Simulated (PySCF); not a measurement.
**urea: ΔSCF against reference XPS values**

The experiment to reproduce (core binding energies): C 1s of C2 294.84 eV [1]; N 1s of N1/N3 406.09 eV [1]; O 1s of O4 537.19 eV [1]. Sources and the comparison follow the method.

Species: urea, CH4N2O.
Geometry (PBE0-D3(BJ)/def2-SVP, Å), atoms numbered from 1 in this order:
```
atom  x, y, z in Å
N1     0.9202   -0.3000    0.6853
C2     0.1662    0.4584   -0.1715
N3    -1.0551   -0.0740   -0.4929
O4     0.5523    1.5223   -0.6131
H5     0.6251   -1.1834    1.0702
H6     1.8243    0.0673    0.9398
H7    -1.6322    0.4619   -1.1229
H8    -1.4010   -0.9521   -0.1395
```

Computed, not measured: delta-SCF UKS SCAN, pcX-2 on the ionised atom, pcseg-1 elsewhere, spin-free X2C in PySCF 2.14.0. Each binding energy is the total energy of the core-ionised species, with the hole localised on one atom, minus that of the ground state; both are solved self-consistently, so orbital relaxation is included.

```tsv
atom	environment	level	this calculation (eV)	reference (eV)	difference (eV)	source
C2	urea-type carbonyl carbon	C 1s	294.67	294.84	-0.17	[1]
N1/N3	nitrogen bound to a carbonyl carbon	N 1s	406.02	406.09	-0.07	[1]
O4	carbonyl oxygen	O 1s	536.73	537.19	-0.46	[1]
```

[1] measured, gas; CORE65 (Golze, Keller, Rinke, J. Phys. Chem. Lett. 2020, 11, 1840), as tabulated in Jana, Herbert, J. Chem. Phys. 2023, 158, 094111, SI

Q: How far is it from the measured entries?

A: Over the 3 different measured values (3 distinct lines) the mean signed difference is -0.23 eV, the mean unsigned one 0.23 eV and the largest 0.46 eV. The calculation is vertical and has no vibrational structure, and measured positions depend on the energy calibration.

Atoms equivalent by their bonding share one computed value, that of the first of them. Geometry: PBE0-D3(BJ)/def2-SVP; no solvent, vibrations or thermal averaging.

The run took 16 s wall on an Arm Neoverse N1 with one thread, on a shared host.
